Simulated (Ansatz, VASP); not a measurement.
# SrTiO3 (Tausonite) in VASP and in Ansatz

The input INCAR:

```
SYSTEM = SrTiO3
ALGO = Normal
EDIFF = 1E-6
EDIFFG = -0.001
ENCUT = 600
GGA = PS
IBRION = 2
ISIF = 3
ISMEAR = 0
LASPH = .TRUE.
LCHARG = .FALSE.
LREAL = .FALSE.
LWAVE = .FALSE.
NELM = 100
NSW = 80
PREC = Accurate
SIGMA = 0.01
```

File KPOINTS:

```
k-points
0
G
  8 8 8
  0 0 0
```

Contents of POSCAR:

```
SrTiO3
1.0
    3.8911204496      0.0000000000      0.0000000000
    0.0000000000      3.8911204496      0.0000000000
    0.0000000000      0.0000000000      3.8911204496
Sr Ti O
1 1 3
Direct
    0.5000000000      0.5000000000      0.5000000000
    0.0000000000      0.0000000000      0.0000000000
    0.5000000000      0.0000000000      0.0000000000
    0.0000000000      0.5000000000      0.0000000000
    0.0000000000      0.0000000000      0.5000000000
```

Input for Ansatz:

```yaml
crystal:
  lattice:
    - [3.8911204496, 0.0, 0.0]
    - [0.0, 3.8911204496, 0.0]
    - [0.0, 0.0, 3.8911204496]
  atoms:
    - { symbol: Sr, position: [0.5, 0.5, 0.5] }
    - { symbol: Ti, position: [0.0, 0.0, 0.0] }
    - { symbol: O, position: [0.5, 0.0, 0.0] }
    - { symbol: O, position: [0.0, 0.5, 0.0] }
    - { symbol: O, position: [0.0, 0.0, 0.5] }
basis:
  ecutwfc: 420
kpoints:
  mp_grid: { grid: [8, 8, 8] }
hamiltonian:
  xc: pbesol
scf:
  occupations: { method: fixed }
output:
  forces: true
  stress: true
  eigenvalues: true
relax:
  adjacent_minimum: "off"
  f_tol: 0.001
  max_steps: 60
  cell: { stress_tol: 0.01 }
```

Alike in both runs: task relaxation of cell and atoms; functional PBEsol; k mesh 8 × 8 × 8; no spin polarisation.

```csv
,VASP,Ansatz
version,VASP 6.6.1,Ansatz 0.2.0
potentials or method,"VASP PAW PBE potentials, release 64 (Sr_sv, Ti_sv, O)","scalar-relativistic, plane waves, PAW"
plane-wave cutoff (eV),600,420
occupations,"gaussian, width 0.01 eV",fixed
valence electrons in the cell,40,40
```

Ansatz gave:

* gap on the k mesh at the Fermi level, each at its own relaxed structure (eV): 1.85
* relaxed volume (Å³/atom): 11.78
* relaxed cell length with the largest relative difference (Å): 3.891

Problem. Which values does VASP return?

Solution. gap on the k mesh at the Fermi level, each at its own relaxed structure (eV): 1.82; relaxed volume (Å³/atom): 11.82; relaxed cell length with the largest relative difference (Å): 3.895.

Caveats: the PAW data sets were made with another functional, which shifts forces and pressure a little (VASP). A k mesh can miss the band edges.
